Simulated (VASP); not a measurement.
SnSe: single point with PBE

The system is SnSe.

```
Sn Se
1.0
     0.00000    3.01000    3.01000
     3.01000    0.00000    3.01000
     3.01000    3.01000    0.00000
Sn Se
1 1
Direct
  0.00000 0.00000 0.00000
  0.50000 0.50000 0.50000
```

Measurements of this composition are mostly on another form, of space group No. 62.

```json
{
 "Program": "VASP 6.6.1",
 "Task": "single point",
 "Functional": "PBE",
 "Potentials or basis": "VASP PAW PBE potentials, release 64 (Sn_d, Se)",
 "Cutoff": "520 eV",
 "k mesh": "6 × 6 × 6",
 "Occupations": "gaussian, width 0.1 eV",
 "Spin": "no spin polarisation",
 "Dipole correction": "no",
 "Further INCAR settings": "ALGO = Normal; EDIFF = 1e-06; NBANDS = 17"
}
```

| Quantity | Value |
| --- | --- |
| Pressure | 0.6 GPa |
| Band gap on the k mesh | 0.58 eV, direct |

Levels at points of the mesh, in eV from the valence-band top:
| k point | band 8 | band 9 | band 10 | band 11 | band 12 | band 13 |
| --- | --- | --- | --- | --- | --- | --- |
| (0.00, 0.00, 0.00) | -2.19 | -2.19 | -2.19 | 4.32 | 4.32 | 4.32 |
| (0.50, 0.00, 0.00) | -1.95 | -1.95 | 0.00 | 0.58 | 1.26 | 1.26 |
| (0.50, 0.50, 0.00) | -5.47 | -3.64 | -3.64 | 3.03 | 5.35 | 5.35 |

Run time: 16 s on 1 thread of Intel(R) Xeon(R) Platinum 8488C (Sapphire Rapids), on a shared host, peak memory 0.17 GiB.

Caveat: spin-orbit coupling is left out, which moves the levels of the heavy elements. A k mesh can miss the band edges.
